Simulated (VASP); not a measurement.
# BAs (F-43m) in VASP: notebook, part 4 of 4

VASP 6.6.1. Earlier steps stand in the parts before.

**6. Band structure, RPBE**

Contents of POSCAR:

```
BAs
1.0
    0.0000000000      2.3885000000      2.3885000000
    2.3885000000      0.0000000000      2.3885000000
    2.3885000000      2.3885000000      0.0000000000
As B
1 1
Direct
    0.7500000000      0.7500000000      0.7500000000
    0.0000000000      0.0000000000      0.0000000000
```

Contents of INCAR.step1:

```
SYSTEM = BAs
ALGO     = Normal         ! electronic algorithm
EDIFF    = 1E-7           ! SCF threshold, eV
ENCUT    = 520            ! plane-wave cutoff, eV
GGA      = RP             ! functional
ISIF     = 2              ! what is computed and relaxed
ISMEAR   = -1             ! smearing method
LASPH    = .TRUE.         ! aspherical terms in the spheres
LCHARG   = .TRUE.         ! write CHGCAR
LREAL    = .FALSE.        ! projectors in reciprocal space
LWAVE    = .FALSE.        ! write WAVECAR
NELM     = 60             ! most SCF steps
PREC     = Accurate       ! precision mode
SIGMA    = 0.05           ! smearing width, eV
```

Contents of KPOINTS.step1:

```
k-points
0
G
  10 10 10
  0 0 0
```

Contents of INCAR.step2:

```
SYSTEM = BAs
ALGO     = Normal         ! electronic algorithm
EDIFF    = 1E-7           ! SCF threshold, eV
ENCUT    = 520            ! plane-wave cutoff, eV
GGA      = RP             ! functional
ICHARG   = 11             ! starting density
ISIF     = 2              ! what is computed and relaxed
ISMEAR   = 0              ! smearing method
LASPH    = .TRUE.         ! aspherical terms in the spheres
LCHARG   = .FALSE.        ! write CHGCAR
LREAL    = .FALSE.        ! projectors in reciprocal space
LWAVE    = .FALSE.        ! write WAVECAR
NELM     = 60             ! most SCF steps
PREC     = Accurate       ! precision mode
SIGMA    = 0.05           ! smearing width, eV
```

Contents of KPOINTS.step2:

```
path GXWKGLUWLK,UX
10
line-mode
reciprocal
 0.0000000000  0.0000000000  0.0000000000  G
 0.5000000000  0.0000000000  0.5000000000  X

 0.5000000000  0.0000000000  0.5000000000  X
 0.5000000000  0.2500000000  0.7500000000  W

 0.5000000000  0.2500000000  0.7500000000  W
 0.3750000000  0.3750000000  0.7500000000  K

 0.3750000000  0.3750000000  0.7500000000  K
 0.0000000000  0.0000000000  0.0000000000  G

 0.0000000000  0.0000000000  0.0000000000  G
 0.5000000000  0.5000000000  0.5000000000  L

 0.5000000000  0.5000000000  0.5000000000  L
 0.6250000000  0.2500000000  0.6250000000  U

 0.6250000000  0.2500000000  0.6250000000  U
 0.5000000000  0.2500000000  0.7500000000  W

 0.5000000000  0.2500000000  0.7500000000  W
 0.5000000000  0.5000000000  0.5000000000  L

 0.5000000000  0.5000000000  0.5000000000  L
 0.3750000000  0.3750000000  0.7500000000  K

 0.6250000000  0.2500000000  0.6250000000  U
 0.5000000000  0.0000000000  0.5000000000  X
```

Potentials or basis: VASP PAW PBE potentials, release 64 (As, B).

Launch:

```
$ cat potpaw_PBE.64/As/POTCAR potpaw_PBE.64/B/POTCAR > POTCAR
$ cp INCAR.step1 INCAR
$ cp KPOINTS.step1 KPOINTS
$ mpirun -np 1 vasp_std > vasp.out
$ cp INCAR.step2 INCAR
$ cp KPOINTS.step2 KPOINTS
$ mpirun -np 1 vasp_std > vasp.out
```

OUTCAR:

```text
SYSTEM = BAs
   EDIFF = 1E-7
   ENCUT = 520
   GGA = RP
   ICHARG = 11
   ISIF = 2
   ISMEAR = 0
   LASPH = .TRUE.
   LREAL = .FALSE.
   NELM = 60
   PREC = Accurate

 ion  position               nearest neighbor table
   1  0.750  0.750  0.750-   2 2.07   2 2.07   2 2.07   2 2.07
   2  0.000  0.000  0.000-   1 2.07   1 2.07   1 2.07   1 2.07

  LATTYP: Found a face centered cubic cell.
 ALAT       =     4.7770000000

  Lattice vectors:

 A1 = (   0.0000000000,   2.3885000000,   2.3885000000)
 A2 = (   2.3885000000,   0.0000000000,   2.3885000000)
 A3 = (   2.3885000000,   2.3885000000,   0.0000000000)

Analysis of symmetry for initial positions (statically):
=====================================================================
 Subroutine PRICEL returns:
 Original cell was already a primitive cell.

 Routine SETGRP: Setting up the symmetry group for a
 face centered cubic supercell.

 Subroutine GETGRP returns: Found 24 space group operations
 (whereof 24 operations were pure point group operations)
 out of a pool of 48 trial point group operations.

The static configuration has the point symmetry T_d .

Analysis of symmetry for dynamics (positions and initial velocities):
=====================================================================
 Subroutine PRICEL returns:
 Original cell was already a primitive cell.

 Routine SETGRP: Setting up the symmetry group for a
 face centered cubic supercell.

 Subroutine GETGRP returns: Found 24 space group operations
 (whereof 24 operations were pure point group operations)
 out of a pool of 48 trial point group operations.

The dynamic configuration has the point symmetry T_d .

 Subroutine INISYM returns: Found 24 space group operations
 (whereof 24 operations are pure point group operations),
 and found     1 'primitive' translations

[... 128 lines left out ...]
   EFERMI =   0.00;   METHOD = LEGACY
   ISMEAR =     0;   SIGMA  =   0.05  broadening in eV -4-tet -1-fermi 0-gaus
   EFERMI_NEDOS =   21; number of points for ismear=-14 and -15
   IALGO  =     38    algorithm
   IMIX   =      4    mixing-type and parameters
     AMIX     =   0.40;   BMIX     =  1.00
     AMIX_MAG =   1.60;   BMIX_MAG =  1.00
  volume/ion in A,a.u.               =      13.63        91.95
  Fermi-wavevector in a.u.,A,eV,Ry     =   1.088018  2.056057 16.106360  1.183784
  Thomas-Fermi vector in A             =   2.224191
   LORBIT       =      0    0 simple, 1 ext, 2 COOP (PROOUT), +10 PAW based schemes
   GGA     = RP    functional components
   LHFCALC =     F    Hartree Fock is set to
   AEXX    =    0.0000 exact exchange contribution
   IVDW    =     0    specifies the selected vdW correction
   LEPSILON=     F    determine dielectric tensor
   LRPA    =     F    only Hartree local field effects (RPA)
 non-spin polarized calculation
 Gauss-broadening in eV      SIGMA  =   0.05
  energy-cutoff  :      520.00
  volume of cell :       27.25
 maximum number of plane-waves:       754
 NGX is ok and might be reduce to    28

 number of electron       8.0000000 magnetization

 Free energy of the ion-electron system (eV)
  ---------------------------------------------------
  ext. energy  EPLUGINS =         0.00000000
  ---------------------------------------------------
  free energy    TOTEN  =       -11.00222628 eV

  energy without entropy =      -11.00222628  energy(sigma->0) =      -11.00222628

 E-fermi :   6.5078     XC(G=0): -10.4998

 val. band max:        6.2345909428   @ k =   0.0000   0.0000   0.0000
 cond. band min:       7.4385155120   @ k =   0.3889   0.0000   0.3889
 fundamental gap:      1.2039245692
 Fermi energy:         6.5078088136

 k-point     1 :       0.0000    0.0000    0.0000
  band No.  band energies     occupation
      1      -9.1743      2.00000
      2       6.2346      2.00000
      3       6.2346      2.00000
      4       6.2346      2.00000
      5       9.5028      0.00000
      6       9.5028      0.00000
      7       9.5028      0.00000
      8      10.9428      0.00000
[... 419 lines left out ...]
 k-point    40 :       0.0000    0.0000    0.0000
  band No.  band energies     occupation
      1      -9.1743      2.00000
      2       6.2346      2.00000
      3       6.2346      2.00000
      4       6.2346      2.00000
      5       9.5028      0.00000
      6       9.5028      0.00000
      7       9.5028      0.00000
      8      10.9428      0.00000

 [... further k-points ...]
[... 5 lines left out ...]
  --------------------------------------------------------------------------------------
  -------------------------------------------------------------------------------------
  Total        0.5867693      0.5867693      0.5867693      0.0000000      0.0000000      0.0000000
  in kB       34.4962751     34.4962751     34.4962751      0.0000000      0.0000000      0.0000000
  external PRESSURE =      34.4962751 kB  Pullay stress =       0.0000000 kB

 VOLUME and BASIS-vectors are now :
 -----------------------------------------------------------------------------
  energy-cutoff  :      520.00
  volume of cell :       27.25
      direct lattice vectors                 reciprocal lattice vectors
     0.000000000  2.388500000  2.388500000    -0.209336404  0.209336404  0.209336404
     2.388500000  0.000000000  2.388500000     0.209336404 -0.209336404  0.209336404
     2.388500000  2.388500000  0.000000000     0.209336404  0.209336404 -0.209336404

 POSITION                                       TOTAL-FORCE (eV/Angst)
 -----------------------------------------------------------------------------------
      3.58275      3.58275      3.58275        -0.000000      0.000000      0.000000
      0.00000      0.00000      0.00000         0.000000     -0.000000      0.000000
 -----------------------------------------------------------------------------------
    total drift:                                0.000000      0.000000      0.000000

  FREE ENERGIE OF THE ION-ELECTRON SYSTEM (eV)
  ---------------------------------------------------
  free  energy   TOTEN  =       -11.0022262761 eV

  energy  without entropy=      -11.0022262761  energy(sigma->0) =      -11.00222628
```

OUTCAR.step1:

```text
SYSTEM = BAs
   EDIFF = 1E-7
   ENCUT = 520
   GGA = RP
   ISIF = 2
   ISMEAR = -1
   LASPH = .TRUE.
[... 684 lines left out ...]
      3.58275      3.58275      3.58275         0.000000      0.000000      0.000000
      0.00000      0.00000      0.00000        -0.000000     -0.000000     -0.000000
 -----------------------------------------------------------------------------------
    total drift:                                0.000000      0.000000      0.000000

  FREE ENERGIE OF THE ION-ELECTRON SYSTEM (eV)
  ---------------------------------------------------
  free  energy   TOTEN  =       -10.7271687792 eV

  energy  without entropy=      -10.7271687137  energy(sigma->0) =      -10.72716875
```

Run time: 45 s. Hardware: 1 thread of Intel Xeon Platinum 8375C at 2.90GHz (Ice Lake), shared host; peak memory 0.16 GiB.

Results:

* Band gap on the k mesh: 1.21 eV, indirect (least direct gap 3.28 eV)
* Band gap along the path: 1.20 eV, indirect (least direct gap 3.27 eV)

Levels at the corners of the path, in eV from the valence-band top:
```
point  band 2  band 3  band 4  band 5  band 6  band 7
    Γ    0.00    0.00    0.00    3.27    3.27    3.27
    X   -8.57   -4.09   -4.09    1.44    1.49   11.42
    X   -8.57   -4.09   -4.09    1.44    1.49   11.42
    W   -8.12   -5.49   -5.19    5.28    5.97    6.85
    W   -8.12   -5.49   -5.19    5.28    5.97    6.85
    K   -8.19   -5.95   -3.50    2.07    5.57    9.23
    K   -8.19   -5.95   -3.50    2.07    5.57    9.23
    Γ    0.00    0.00    0.00    3.27    3.27    3.27
    Γ    0.00    0.00    0.00    3.27    3.27    3.27
    L   -8.80   -1.83   -1.83    2.71    4.78    4.78
    L   -8.80   -1.83   -1.83    2.71    4.78    4.78
    U   -8.19   -5.95   -3.50    2.07    5.57    9.23
    U   -8.19   -5.95   -3.50    2.07    5.57    9.23
    W   -8.12   -5.49   -5.19    5.28    5.97    6.85
    W   -8.12   -5.49   -5.19    5.28    5.97    6.85
    L   -8.80   -1.83   -1.83    2.71    4.78    4.78
    L   -8.80   -1.83   -1.83    2.71    4.78    4.78
    K   -8.19   -5.95   -3.50    2.07    5.57    9.23
    U   -8.19   -5.95   -3.50    2.07    5.57    9.23
    X   -8.57   -4.09   -4.09    1.44    1.49   11.42
```

Caveat: the log is that of the step along the path at fixed density, whose energy, stress, charges and moments have no meaning; the PAW data sets were made with another functional, which shifts forces and pressure a little.
